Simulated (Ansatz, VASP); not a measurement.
## One calculation of ZrC, two programs

The input INCAR:

```
SYSTEM = ZrC
ALGO = Normal
EDIFF = 1E-8
ENCUT = 520
GGA = PE
ISIF = 2
ISMEAR = -1
LASPH = .True.
LCHARG = .False.
LEFG = .True.
LREAL = .False.
LWAVE = .False.
NBANDS = 15
NELM = 100
PREC = Accurate
SIGMA = 0.05
```

KPOINTS

```
k-points
0
Gamma
  15 15 15
  0 0 0
```

Contents of POSCAR:

```
ZrC
1.0
    0.0000000000      2.3734809194      2.3734809194
    2.3734809194      0.0000000000      2.3734809194
    2.3734809194      2.3734809194      0.0000000000
Zr C
1 1
Direct
    0.5000000000      0.5000000000      0.5000000000
    0.0000000000      0.0000000000      0.0000000000
```

Input for Ansatz:

```yaml
crystal:
  lattice:
    - [0.0, 2.3734809194, 2.3734809194]
    - [2.3734809194, 0.0, 2.3734809194]
    - [2.3734809194, 2.3734809194, 0.0]
  atoms:
    - { symbol: Zr, position: [0.5, 0.5, 0.5] }
    - { symbol: C, position: [0.0, 0.0, 0.0] }
kpoints:
  mp_grid: { grid: [15, 15, 15] }
scf:
  occupations: { method: fermi_dirac, width: 0.05 }
hamiltonian:
  xc: pbe
  pseudopotentials: { kind: paw }
output:
  forces: true
  stress: true
  eigenvalues: true
  efg: { contact_densities: true }
  write_density: true
  write_potential: true
  elf: true
  volumetric_format: npy
```

Change from the starting cell: volume scaled by 1.03, PAW files.

Alike in both runs: task electric field gradients; functional PBE; k mesh 15 × 15 × 15; occupations fermi-dirac, width 0.05 eV; no spin polarisation.

```csv
,VASP,Ansatz
version,VASP 6.6.1,Ansatz 0.2.0
potentials or method,"VASP PAW PBE potentials, release 64 (Zr_sv, C)","PAW with Ansatz's default frozen-core files, scalar-relativistic"
plane-wave cutoff (eV),520,420
valence electrons in the cell,16,16
```

Ansatz gave:

- pressure (GPa): -5.1
- Vzz of the field gradient on the site that differs most (V/Å²): 0.0

Which values does VASP return?

Pressure (GPa): -4.9; Vzz of the field gradient on the site that differs most (V/Å²): 0.0.

Ansatz warned: «gradients_without_spin_orbit».
